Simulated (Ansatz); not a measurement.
Runs of Ansatz 0.2.0 on HfN. It takes space group Fm-3m (No. 225, cubic). Conventional cell: a = 4.512 Å, b = 4.512 Å, c = 4.512 Å, α = 90.00°, β = 90.00°, γ = 90.00°. Hf (site symmetry m-3m) has 6 N at 2.26 Å as nearest neighbours. Around N (site symmetry m-3m) lie 6 Hf at 2.26 Å. 

```tsv
task	level	cell	cutoff (eV)	smearing	gap on the mesh (eV)	pressure (GPa)	relaxed volume (Å³/atom)
band structure	BLYP	as given	344	fermi-dirac 0.05 eV	-	(a)	-
single point	PBE	as given	344	gaussian 0.019 eV	none	6.7	-
relaxation of cell and atoms	RPBE+D3(BJ)	relaxed	-	fermi-dirac 0.05 eV	-	0.0	10.58
relaxation of cell and atoms	revPBE+D4	relaxed	-	fermi-dirac 0.05 eV	-	0.0	(b)
single point	PBE	as given	344	gaussian 0.02 eV	none	6.7	-
single point	PBE	as given	344	gaussian 0.021 eV	none	6.7	-
relaxation of cell and atoms	revPBE+D3(BJ)	relaxed	-	fermi-dirac 0.05 eV	-	0.0	11.46
relaxation of cell and atoms	revPBE	relaxed	-	fermi-dirac 0.05 eV	-	0.0	11.91
```

Alike in all rows: potentials or basis all-electron LAPW, scalar-relativistic; no spin polarisation; k mesh 10 × 10 × 10; basis error allowed 0.001 eV/atom.

Question: Fill in the values left out.

Answer: (a) 15.5; (b) 11.50.

Caveats: so large a pressure means that the cell lies far from this level's equilibrium, or that cutoff or potentials fall short (some runs); spin-orbit coupling is left out, which moves the levels of the heavy elements (some runs).

A k mesh can miss the band edges, and the runs leave out spin-orbit coupling on Hf.

A gap of «none» marks a metal or a gap under the smearing width.
